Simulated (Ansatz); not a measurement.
MoS2: equation of state with RPBE

MoS2:

```xyz
3
Lattice="3.2275 0.0000 0.0000 -1.6137 2.7951 0.0000 0.0000 0.0000 6.3125" Properties=species:S:1:pos:R:3 pbc="T T T"
Mo    0.0000    0.0000    3.1562
S     1.6137    0.9317    4.7008
S     0.0000    1.8634    1.6117
```

Measurements of this composition are mostly on another form, of space group No. 194.

| Item | Value |
| --- | --- |
| Program | Ansatz 0.2.0 |
| Task | equation of state |
| Functional | RPBE |
| Potentials or basis | Ansatz PAW |
| Cutoff | 420 eV |
| Density cutoff | 1680 eV |
| k mesh | 9 × 9 × 4 |
| Occupations | fermi-dirac, width 0.05 eV |
| Spin | no spin polarisation |

The equilibrium volume is 19.52 Å³/atom. The bulk modulus at fixed shape and positions is 121 GPa and the pressure derivative of the bulk modulus is 4.4.

Energy against volume, from the lowest point:
```csv
volume (Å³/atom),energy (meV/atom)
17.843,63.70
18.222,36.53
18.602,17.38
18.982,5.45
19.361,0.00
19.741,0.38
20.120,6.01
```

All runs of the series together: 8.6 s on 2 threads of Arm Neoverse V2, on a shared host.

Caveat: the potentials were made for another functional, which shifts forces and pressure; the cell was scaled at fixed shape and fractional positions, which overstates the stiffness of a crystal with free parameters, most of all of layers and chains; this functional lacks dispersion, which binds the layers, so the pressure and a relaxed spacing across them are unreliable.
